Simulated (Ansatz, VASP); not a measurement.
Cs in VASP and in Ansatz

```
Cs
1.0
     0.00000    4.00029    4.00029
     4.00029    0.00000    4.00029
     4.00029    4.00029    0.00000
Cs
1
Direct
  0.00000 0.00000 0.00000
```

This isn't the form of Cs at room conditions, which is bcc.

Alike in both runs: task single point; functional PBEsol; k mesh 6 × 6 × 6; occupations fermi-dirac, width 0.05 eV; no spin polarisation.

|  | VASP | Ansatz |
| --- | --- | --- |
| version | VASP 6.6.1 | Ansatz 0.2.0 |
| potentials or method | VASP PAW PBE potentials, release 64 (Cs_sv) | Ansatz PAW |
| plane-wave cutoff (eV) | 520 | 420 |
| valence electrons in the cell | 9 | 9 |

|  | VASP | Ansatz | Ansatz less VASP |
| --- | --- | --- | --- |
| gap on the k mesh at the Fermi level (eV) | none | none | - |
| pressure (GPa) | -0.2 | -0.2 | +0.01 |

A gap of «none» marks a metal or a gap that the smearing closes.

Caveats: the PAW data sets were made with another functional, which shifts forces and pressure a little (VASP); the PAW data sets come from PBE, with cores solved anew for the run's functional, which leaves a small shift of forces and pressure (Ansatz). The runs have no spin-orbit coupling, so splittings on Cs are missing.
